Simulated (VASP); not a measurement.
Crystal: ZnS.

```
Zn S
1.0
     0.00000    2.68033    2.68033
     2.68033    0.00000    2.68033
     2.68033    2.68033    0.00000
Zn S
1 1
Direct
  0.25000 0.25000 0.25000
  0.00000 0.00000 0.00000
```

Base run:

```yaml
Program: VASP 6.6.1
Functional: r2SCAN
Potentials_or_basis: VASP PAW PBE potentials, release 64 (Zn, S)
Cutoff: 520 eV
k_mesh: 10 × 10 × 10
Occupations: gaussian, width 0.03 eV
Spin: no spin polarisation
```

Its results: band gap on the k mesh 2.79 eV, direct; pressure 1.3 GPa.

**Question.** The run is repeated on the same cell with these changes: functional from r2SCAN to LDA; potentials or basis from VASP PAW PBE potentials, release 64 (Zn, S) to VASP PAW LDA potentials, release 64 (Zn, S). What comes out?

**Answer.** Band gap on the k mesh 2.00 eV, direct; pressure -2.6 GPa.

Caveats: the PAW data sets were made with another functional, which shifts forces and pressure a little (some runs).
